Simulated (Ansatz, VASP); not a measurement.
Two plane-wave programs on Pt

```
Pt
1.0
     2.60339    0.00000    0.00000
     0.00000    2.60339    0.00000
     0.00000    0.00000    2.60339
Pt
1
Cartesian
  0.0000 0.0000 0.0000
```

Alike in both runs: functional r2SCAN; k mesh 12 × 12 × 12; occupations fermi-dirac, width 0.05 eV; collinear spin.

Ansatz relaxed the structure, and its values are those at the end. VASP's run is a single point on that final structure, the one shown.

|  | VASP | Ansatz |
| --- | --- | --- |
| version | VASP 6.6.1 | Ansatz 0.2.0 |
| potentials or method | VASP PAW PBE potentials, release 64 (Pt) | plane waves (500 eV) with PAW, scalar-relativistic |
| plane-wave cutoff (eV) | 520 | 500 |
| valence electrons in the cell | 10 | 18 |

|  | VASP | Ansatz | Ansatz less VASP |
| --- | --- | --- | --- |
| pressure (GPa) | 0.5 | 0.0 | -0.48 |
| net moment per atom (μB) | 0.00 | 0.00 | 0.000 |

The functional is the same, so the differences come from potentials, cutoffs and numerics. The two sets of potentials don't hold the same shells in valence. Ansatz warned: «seeded_moment_not_kept».

Caveats: the PAW data sets were made with another functional, which shifts forces and pressure a little (VASP). The runs have no spin-orbit coupling, so splittings on Pt are missing.
